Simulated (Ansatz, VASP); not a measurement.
One calculation of BN, two programs

The input INCAR:

```
PREC     = Accurate       # precision mode
ENCUT    = 520            # plane-wave cutoff, eV
EDIFF    = 1E-6           # SCF threshold, eV
ISMEAR   = 0              # smearing method
SIGMA    = 0.022          # smearing width, eV
LREAL    = False          # projectors in reciprocal space
LASPH    = True           # aspherical terms in the spheres
NELM     = 100            # most SCF steps
ALGO     = Normal         # electronic algorithm
ISIF     = 2              # what is computed and relaxed
LWAVE    = False          # write WAVECAR
LCHARG   = False          # write CHGCAR
GGA      = PE             # functional
NBANDS   = 11             # bands
```

KPOINTS

```
regular mesh
0
Gamma
  12 12 12
```

Contents of POSCAR:

```
BN
1.0
    1.2511217832      0.7223354983      3.3729344033
   -1.2511217832      0.7223354983      3.3729344033
    0.0000000000     -1.4446709966      3.3729344033
N B
1 1
Direct
    0.6672382000      0.6672382000      0.6672382000
    0.0003288000      0.0003288000      0.0003288000
```

The input input.yaml:

```yaml
crystal:
  lattice:
    - [1.2511217832, 0.7223354983, 3.3729344033]
    - [-1.2511217832, 0.7223354983, 3.3729344033]
    - [0.0, -1.4446709966, 3.3729344033]
  atoms:
    - { symbol: "N", position: [0.6672382, 0.6672382, 0.6672382] }
    - { symbol: B, position: [0.0003288, 0.0003288, 0.0003288] }
hamiltonian:
  xc: pbe
  pseudopotentials: { kind: paw }
kpoints:
  mp_grid: { grid: [12, 12, 12] }
scf:
  occupations: { method: gaussian, width: 0.022 }
output:
  forces: true
  stress: true
  eigenvalues: true
```

The cell is a database's computed one.

Alike in both runs: task single point; functional PBE; k mesh 12 × 12 × 12; occupations gaussian, width 0.022 eV; no spin polarisation.

|  | VASP | Ansatz |
| --- | --- | --- |
| version | VASP 6.6.1 | Ansatz 0.2.0 |
| potentials or method | VASP PAW PBE potentials, release 64 (N, B) | Ansatz PAW |
| plane-wave cutoff (eV) | 520 | 420 |
| valence electrons in the cell | 8 | 8 |

Ansatz gave:

```
gap on the k mesh at the Fermi level (eV)       : 4.29
least direct gap on the mesh (eV)               : 4.70
pressure (GPa)                                  : 3.6
largest component of the traceless stress (GPa) : 1.20
```

**Question.** Estimate VASP's values.

**Answer.** gap on the k mesh at the Fermi level (eV): 4.28; least direct gap on the mesh (eV): 4.70; pressure (GPa): 3.6; largest component of the traceless stress (GPa): 1.40.

Caveats: the pressure holds a Pulay correction of +0.6 GPa for the finite cutoff (Ansatz). A k mesh can miss the band edges. A hybrid or GW would open this gap; PBE tends to underestimate it.
